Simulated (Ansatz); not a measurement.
**A vibration from a frozen displacement in PbF$_{2}$**

All numbers below come from DFT PBE, scalar-relativistic, plane waves, PAW in Ansatz. Cutoff 420 eV, Γ-centred 8×8×8 k-points, Gaussian smearing of 0.05 eV. Spin–orbit coupling is left out, which matters for the heavy elements here. No spin polarisation. Energies are free energies at this smearing, counted from the undisturbed cell; pressure is positive in compression.

Zero of the scan (as given, not relaxed at this level; it stands at 2.2 GPa, and it needn't be the usual structure):

```yaml
crystal:
  lattice:
    - [0.00000, 2.96985, 2.96985]
    - [2.96985, 0.00000, 2.96985]
    - [2.96985, 2.96985, 0.00000]
  atoms:
    - { symbol: Pb, position: [0.00000, 0.00000, 0.00000] }
    - { symbol: F, position: [0.25000, 0.25000, 0.25000] }
    - { symbol: F, position: [0.75000, 0.75000, 0.75000] }
```

Every F atom is moved by x along the Cartesian unit vector (0.000, 0.000, -1.000); the cell and all other atoms stay fixed. The cell's volume is 52.39 Å³; the moved atoms weigh 37.997 u together and the others 207.200 u. Some rows repeat others by symmetry and weren't run.

```csv
x (Å),ΔE (meV/cell),total force on the moved atoms along the move (eV/Å),pressure (GPa)
-0.5000,274.03,1.3630,7.7611
-0.4375,197.13,1.1014,6.4720
-0.3750,135.86,0.8634,5.3456
-0.3125,88.60,0.6542,4.3874
-0.2500,53.46,0.4754,3.6006
-0.1875,28.57,0.3260,2.9875
-0.1250,12.20,0.2016,2.5491
-0.0625,2.97,0.0960,2.2859
0.0000,0.00,0.0000,2.1981
0.0625,2.97,-0.0960,2.2859
0.1250,12.20,-0.2016,2.5491
0.1875,28.57,-0.3260,2.9875
0.2500,53.46,-0.4754,3.6006
0.3125,88.60,-0.6542,4.3874
0.3750,135.86,-0.8634,5.3456
0.4375,197.13,-1.1014,6.4720
0.5000,274.03,-1.3630,7.7611
```

Problem. What frequency belongs to this motion?

Solution. The force constant is k = −dF/dx = 1.536 eV/Å², from the parabola through x = -0.0625, 0 and 0.0625. In every cell the moved atoms swing against the rest, so the mass is μ = m₁m₂/(m₁ + m₂) = 32.109 u, and ν̃ = 521.5 cm⁻¹ × √(|k|/μ) = 114 cm⁻¹, at this cell's pressure of 2.2 GPa. To first order in x, and within 1 %, the force on every atom lies along the move and, within each of the two groups, in proportion to the atom's mass, so this is itself a mode at the zone centre of this cell, taken without macroscopic field (the transverse frequency in a polar insulator).

Problem. How far does the harmonic law reach?

Solution. At x = -0.500 Å, kx²/2 = 192.00 meV against the computed 274.03 meV (+42.7 %): the well stiffens in this direction at large amplitude.

Problem. The pressure changes with x². What does that say about the frequency under compression?

Solution. With E = k(V)x²/2, k ∝ V^(−2γ) and x scaling with the cell as V^(1/3), P − P0 = −∂E/∂V = (2γ − 2/3) ΔE/V. At x = 0.1250 Å, V(P − P0) = 52.39 × 0.35090 / 160.2 eV = 114.74 meV and ΔE = 12.20 meV, so γ = 1/3 + V(P − P0)/(2ΔE) = 5.04. This is the Grüneisen parameter of the motion under uniform scaling of the cell: shrinking the cell evenly by 1 % in volume raises the frequency by about 5.04 %. Values this far from the 1 to 3 of most solids mark a soft motion whose force constant is small beside what it shares with volume.